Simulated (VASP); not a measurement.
# GaN (F-43m) in VASP: Born charges and dielectric tensor with LDA

Aim: the Born charges and dielectric tensor of GaN with LDA.

All numbers are computed with VASP 6.6.1; they aren't measurements. Logs are shortened: lines on timing, memory, paths and dates and some standing lists are left out, and cuts for length are marked.

**The experiment to reproduce.**

A printed reference work, textbook reports, for a bulk crystal of GaN at 0 K: band gap 3.299 eV (direct).

How close the calculation comes is told below.

**1. Starting point**

Symmetry: F-43m, No. 216, cubic system. The conventional cell has a = 4.463 Å, b = 4.463 Å, c = 4.463 Å, α = 90.00°, β = 90.00°, γ = 90.00°. Ga (site symmetry -43m) is surrounded by 4 N at 1.93 Å. N (site symmetry -43m) is surrounded by 4 Ga at 1.93 Å.

The cell is a database's computed one.

**2. Born charges and dielectric tensor, LDA**

File INCAR:

```
  PREC = Accurate
  ENCUT = 600
  EDIFF = 1E-8
  ISMEAR = 0
  SIGMA = 0.02
  LREAL = False
  LASPH = True
  NELM = 80
  ALGO = Fast
  ISIF = 2
  LWAVE = False
  LCHARG = False
  LEPSILON = True
  IBRION = 8
  NSW = 1
```

File KPOINTS:

```
Automatic mesh
0
Gamma
  10 10 10
```

File POSCAR:

```
GaN
1.0
    0.0000000000      2.2314300000      2.2314300000
    2.2314300000      0.0000000000      2.2314300000
    2.2314300000      2.2314300000      0.0000000000
Ga N
1 1
Direct
    0.0000000000      0.0000000000      0.0000000000
    0.2500000000      0.2500000000      0.2500000000
```

Potentials or basis: VASP PAW LDA potentials, release 64 (Ga, N).

Command:

```
$ cat potpaw_LDA.64/Ga/POTCAR potpaw_LDA.64/N/POTCAR > POTCAR
$ mpirun -np 1 vasp_std > vasp.out
```

OUTCAR:

```text
PREC = Accurate
   ENCUT = 600
   EDIFF = 1E-8
   ISMEAR = 0
   LREAL = False
   LASPH = True
   NELM = 80
   ISIF = 2
   LEPSILON = True
   IBRION = 8
   NSW = 1

 ion  position               nearest neighbor table
   1  0.000  0.000  0.000-   2 1.93   2 1.93   2 1.93   2 1.93
   2  0.250  0.250  0.250-   1 1.93   1 1.93   1 1.93   1 1.93

  LATTYP: Found a face centered cubic cell.
 ALAT       =     4.4628600000

  Lattice vectors:

 A1 = (   0.0000000000,   2.2314300000,   2.2314300000)
 A2 = (   2.2314300000,   0.0000000000,   2.2314300000)
 A3 = (   2.2314300000,   2.2314300000,   0.0000000000)

Analysis of symmetry for initial positions (statically):
=====================================================================
 Subroutine PRICEL returns:
 Original cell was already a primitive cell.

 Routine SETGRP: Setting up the symmetry group for a
 face centered cubic supercell.

 Subroutine GETGRP returns: Found 24 space group operations
 (whereof 24 operations were pure point group operations)
 out of a pool of 48 trial point group operations.

The static configuration has the point symmetry T_d .

Analysis of symmetry for dynamics (positions and initial velocities):
=====================================================================
 Subroutine PRICEL returns:
 Original cell was already a primitive cell.

 Routine SETGRP: Setting up the symmetry group for a
 face centered cubic supercell.

 Subroutine GETGRP returns: Found 24 space group operations
 (whereof 24 operations were pure point group operations)
 out of a pool of 48 trial point group operations.

The dynamic configuration has the point symmetry T_d .

 Subroutine INISYM returns: Found 24 space group operations
 (whereof 24 operations are pure point group operations),
 and found     1 'primitive' translations

----------------------------------------------------------------------------------------

                                     Primitive cell

  volume of cell :      22.2218

  direct lattice vectors                    reciprocal lattice vectors
     0.000000000  2.231430000  2.231430000    -0.224071559  0.224071559  0.224071559
     2.231430000  0.000000000  2.231430000     0.224071559 -0.224071559  0.224071559
     2.231430000  2.231430000  0.000000000     0.224071559  0.224071559 -0.224071559

  length of vectors
     3.155718569  3.155718569  3.155718569     0.388103326  0.388103326  0.388103326

  position of ions in fractional coordinates (direct lattice)
     0.000000000  0.000000000  0.000000000
     0.250000000  0.250000000  0.250000000

  ion indices of the primitive-cell ions
   primitive index   ion index
                 1           1
                 2           2

----------------------------------------------------------------------------------------

 KPOINTS: Automatic mesh

Automatic generation of k-mesh.
 Grid dimensions read from file:
 generate k-points for:   10   10   10

 Generating k-lattice:

  Cartesian coordinates                     Fractional coordinates (reciprocal lattice)
    -0.022407156  0.022407156  0.022407156     0.100000000  0.000000000  0.000000000
     0.022407156 -0.022407156  0.022407156     0.000000000  0.100000000  0.000000000
     0.022407156  0.022407156 -0.022407156     0.000000000  0.000000000  0.100000000

  Length of vectors
     0.038810333  0.038810333  0.038810333

  Shift w.r.t. Gamma in fractional coordinates (k-lattice)
     0.000000000  0.000000000  0.000000000

 Subroutine IBZKPT returns following result:
 ===========================================

 Found     47 irreducible k-points:

 Following reciprocal coordinates:
            Coordinates               Weight
  0.000000  0.000000  0.000000      1.000000
  0.100000  0.000000  0.000000      8.000000
[... 370 lines left out ...]
      direct lattice vectors                 reciprocal lattice vectors
     0.000000000  2.231430000  2.231430000    -0.224071559  0.224071559  0.224071559
     2.231430000  0.000000000  2.231430000     0.224071559 -0.224071559  0.224071559
     2.231430000  2.231430000  0.000000000     0.224071559  0.224071559 -0.224071559

 POSITION                                       TOTAL-FORCE (eV/Angst)
 -----------------------------------------------------------------------------------
      0.00000      0.00000      0.00000         0.000000      0.000000      0.000000
      1.11572      1.11572      1.11572        -0.000000     -0.000000     -0.000000
 -----------------------------------------------------------------------------------
    total drift:                               -0.000000     -0.000000     -0.000000

  FREE ENERGIE OF THE ION-ELECTRON SYSTEM (eV)
  ---------------------------------------------------
  free  energy   TOTEN  =       -13.9185578149 eV

  energy  without entropy=      -13.9185578149  energy(sigma->0) =      -13.91855781

 HEAD OF MICROSCOPIC STATIC DIELECTRIC TENSOR (INDEPENDENT PARTICLE, excluding Hartree and local field effects)
 ------------------------------------------------------
           5.804552    -0.000000     0.000000
          -0.000000     5.804552    -0.000000
           0.000000     0.000000     5.804552
 ------------------------------------------------------

 Free energy of the ion-electron system (eV)
  ---------------------------------------------------
  ---------------------------------------------------
  free energy    TOTEN  =        -0.29771052 eV

  energy without entropy =       -0.29771052

------------------------ aborting loop because EDIFF is reached ----------------------------------------

--------------------------------------- Ionic step        2  -------------------------------------------

------------------------ aborting loop because EDIFF is reached ----------------------------------------

--------------------------------------- Ionic step        3  -------------------------------------------

------------------------ aborting loop because EDIFF is reached ----------------------------------------

 PIEZOELECTRIC TENSOR FIELD DIRECTION 3  (e Angst)
 -----------------------------------------------------------------------------
    -0.00055 -1.34527  0.00000           ( -0.00001 -0.06712  0.00000)
    -1.34527 -0.00055  0.00000           ( -0.06712 -0.00001  0.00000)
     0.00000  0.00000  0.00042           (  0.00000  0.00000 -0.00000)

 PIEZOELECTRIC TENSOR FIELD DIRECTION 3  (C/m^2)
 -----------------------------------------------------------------------------
    -0.00039 -0.96993  0.00000
    -0.96993 -0.00039  0.00000
     0.00000  0.00000  0.00030

--------------------------------------- Ionic step        4  -------------------------------------------

------------------------ aborting loop because EDIFF is reached ----------------------------------------

[... ionic steps 5 to 6 ...]

--------------------------------------- Ionic step        7  -------------------------------------------

 Free energy of the ion-electron system (eV)
  ---------------------------------------------------
  ---------------------------------------------------
  free energy    TOTEN  =        -0.22943598 eV

  energy without entropy =       -0.22943598

------------------------ aborting loop because EDIFF is reached ----------------------------------------

 INTERNAL STRAIN TENSOR  FOR ION    2  DIRECTION 1   (eV/Angst):
 -----------------------------------------------------------------------------
    -0.00775  0.00000  0.00000
     0.00000  0.00507-12.16415
     0.00000-12.16415  0.00507

 MACROSCOPIC STATIC DIELECTRIC TENSOR (including local field effects in DFT)
 ------------------------------------------------------
           5.582522     0.000000    -0.000000
           0.000000     5.582522     0.000000
           0.000000     0.000000     5.582522
 ------------------------------------------------------

 PIEZOELECTRIC TENSOR (including local field effects)  for field in x, y, z        (e  Angst)
          XX          YY          ZZ          XY          YZ          ZX
  --------------------------------------------------------------------------------
  x    -0.00000    -0.00000     0.00000     0.00000    -1.34175     0.00000
  y     0.00000     0.00000     0.00000     0.00000     0.00000    -1.34175
  z     0.00000    -0.00000    -0.00000    -1.34175     0.00000     0.00000

 PIEZOELECTRIC TENSOR (including local field effects)  for field in x, y, z        (C/m^2)
          XX          YY          ZZ          XY          YZ          ZX
  --------------------------------------------------------------------------------
  x    -0.00000    -0.00000     0.00000     0.00000    -0.96739     0.00000
  y     0.00000     0.00000     0.00000     0.00000     0.00000    -0.96739
  z     0.00000    -0.00000    -0.00000    -0.96739     0.00000     0.00000

 BORN EFFECTIVE CHARGES (including local field effects) (in |e|, cummulative output)
 ---------------------------------------------------------------------------------
 ion    1
    1     2.71095     0.00000    -0.00000
    2     0.00000     2.71095     0.00000
    3    -0.00000    -0.00000     2.71095
 ion    2
    1    -2.71095    -0.00000     0.00000
    2     0.00000    -2.71095    -0.00000
    3     0.00000     0.00000    -2.71095

 INTERNAL STRAIN TENSOR FOR ION    2 for displacements in x,y,z  (eV/Angst):
          X           Y           Z          XY          YZ          ZX
  --------------------------------------------------------------------------------
  x     0.00000    -0.00000    -0.00000     0.00000   -12.16415     0.00000
  y     0.00000     0.00000     0.00000     0.00000     0.00000   -12.16415
  z    -0.00000    -0.00000     0.00000   -12.16415     0.00000     0.00000

 SECOND DERIVATIVES (NOT SYMMETRIZED)
 ------------------------------------
               1X          1Y          1Z          2X          2Y          2Z
  1X   -15.331324    0.000000    0.000000   15.331324    0.000000    0.000000
  1Y     0.000000  -15.331324    0.000000    0.000000   15.331324    0.000000
  1Z     0.000000    0.000000  -15.331324    0.000000    0.000000   15.331324
  2X    15.333221    0.000000    0.000000  -15.333221    0.000000    0.000000
  2Y     0.000000   15.333221    0.000000    0.000000  -15.333221    0.000000
  2Z     0.000000    0.000000   15.333221    0.000000    0.000000  -15.333221

 Eigenvectors and eigenvalues of the dynamical matrix
 ----------------------------------------------------

   1 f  =   17.927526 THz   112.641968 2PiTHz  597.997897 cm-1    74.142256 meV
             X         Y         Z           dx          dy          dz
      0.000000  0.000000  0.000000     0.385028    0.137709    0.000000
      1.115715  1.115715  1.115715    -0.859267   -0.307326   -0.000000
[... 21 lines left out ...]
   6 f/i=    0.000414 THz     0.002601 2PiTHz    0.013807 cm-1     0.001712 meV
             X         Y         Z           dx          dy          dz
      0.000000  0.000000  0.000000    -0.173606    0.257644   -0.858062
      1.115715  1.115715  1.115715    -0.077791    0.115447   -0.384488

--------------------------------------------------------------------------------------------------------

 MACROSCOPIC STATIC DIELECTRIC TENSOR IONIC CONTRIBUTION
 ------------------------------------------------------
           3.903216     0.000000     0.000000
           0.000000     3.903216     0.000000
           0.000000     0.000000     3.903216
 ------------------------------------------------------

 ELASTIC MODULI CONTR FROM IONIC RELAXATION (kBar)
 Direction    XX          YY          ZZ          XY          YZ          ZX
 --------------------------------------------------------------------------------
 XX          -0.0000     -0.0000     -0.0000     -0.0000     -0.0000      0.0000
 YY          -0.0000     -0.0000     -0.0000     -0.0000      0.0000      0.0000
 ZZ          -0.0000     -0.0000     -0.0000     -0.0000      0.0000      0.0000
 XY          -0.0000     -0.0000     -0.0000   -662.9650     -0.0000     -0.0000
 YZ          -0.0000      0.0000      0.0000     -0.0000   -662.9650     -0.0000
 ZX           0.0000      0.0000      0.0000     -0.0000     -0.0000   -662.9650
 --------------------------------------------------------------------------------

 PIEZOELECTRIC TENSOR IONIC CONTR  for field in x, y, z        (C/m^2)
          XX          YY          ZZ          XY          YZ          ZX
  --------------------------------------------------------------------------------
  x     0.00000    -0.00000    -0.00000     0.00000     1.51366     0.00000
  y    -0.00000    -0.00000    -0.00000     0.00000     0.00000     1.51366
  z     0.00000     0.00000     0.00000     1.51366     0.00000     0.00000
```

Run time: 5.2 min. Hardware: 1 thread of Intel Xeon Platinum 8259CL at 2.50GHz (Skylake/Cascade Lake), shared host; peak memory 0.24 GiB.

Results:

```
Band gap on the k mesh                                  : 2.03 eV, direct
Electronic dielectric tensor (diagonal)                 : 5.58
Born charges (mean of the diagonal)                     : Ga +2.71; N -2.71 e
Highest phonon frequency at Γ, LO-TO splitting left out : 598 cm⁻¹
```

Levels at points of the mesh, in eV from the valence-band top:
```csv
k point,band 1,band 2,band 3,band 4,band 5,band 6,band 7,band 8
"(0.00, 0.00, 0.00)",-15.98,0.00,0.00,0.00,2.03,10.44,10.44,10.44
"(0.50, 0.00, 0.00)",-13.48,-7.24,-1.00,-1.00,4.88,8.82,10.48,10.48
"(0.50, 0.50, 0.00)",-12.67,-6.36,-2.78,-2.78,3.32,6.82,11.79,14.17
```

Phonon frequencies in cm⁻¹ (negative: imaginary):
```tsv
q point	frequencies
(0.000, 0.000, 0.000)	0 0 0 598 598 598
```

Electronic dielectric tensor:
```
5.58 0.00 0.00
0.00 5.58 0.00
0.00 0.00 5.58
```

Born effective charge tensors (e):
atom 1, Ga
```
2.71 0.00 0.00
0.00 2.71 0.00
0.00 0.00 2.71
```
atom 2, N
```
-2.71  0.00  0.00
 0.00 -2.71  0.00
 0.00  0.00 -2.71
```

**3. Comparison with measurements**

Step 2. Against the measured gap of GaN, 3.299 eV (direct; 0 K; a printed reference work, textbook), the calculated 2.03 eV is off by -1.27 eV. Spin-orbit coupling on Ga is left out. The value is that of LDA, without temperature or zero-point motion. Semilocal functionals fall short of measured gaps as a rule. The cell is a database's relaxed one, not the measured one, which moves gaps too.
